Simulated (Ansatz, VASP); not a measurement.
## One calculation of CoO, two programs

```xyz
2
Lattice="2.8285 0.0000 0.0000 -1.4142 2.4495 0.0000 0.0000 0.0000 2.7217" Properties=species:S:1:pos:R:3 pbc="T T T"
Co    0.0000    0.0000    1.3609
O     1.4142    0.8165    0.0000
```

The cell was built by a generator and needn't be a form met in nature.

Alike in both runs: task relaxation of cell and atoms; functional PBE; k mesh 8 × 8 × 7; occupations fermi-dirac, width 0.05 eV; collinear spin, ferromagnetic start.

|  | VASP | Ansatz |
| --- | --- | --- |
| version | VASP 6.6.1 | Ansatz 0.2.0 |
| potentials or method | VASP PAW PBE potentials, release 64 (Co, O) | Ansatz PAW |
| plane-wave cutoff (eV) | 600 | 420 |
| valence electrons in the cell | 15 | 23 |

```tsv
	VASP	Ansatz	Ansatz less VASP
gap on the k mesh at the Fermi level, each at its own relaxed structure (eV)	none	none	-
net moment per atom (μB)	1.50	1.50	0.000
size of the moment on the site where the two differ most (μB)	2.55	2.50	-0.044
relaxed volume (Å³/atom)	9.40	9.43	+0.033
relaxed cell length with the largest relative difference (Å)	2.827	2.830	+0.0037
```

Site moments also hang on the region over which each program counts them. A gap of «none» marks a metal or a gap that the smearing closes. The two sets of potentials don't hold the same shells in valence.

Caveats: a cell with one magnetic atom can't hold antiferromagnetic order, which such compounds often take; semilocal functionals often make such compounds metallic where correlation or magnetic order opens a gap, which also shifts bond lengths; the plane-wave basis is chosen anew once the cell has moved, so the energies of steps on either side of that aren't comparable (Ansatz); the pressure holds a Pulay correction of +0.7 GPa for the finite cutoff (Ansatz). With open d or f shells a metallic result of PBE can be an artefact of self-interaction; +U or a hybrid may open a gap.
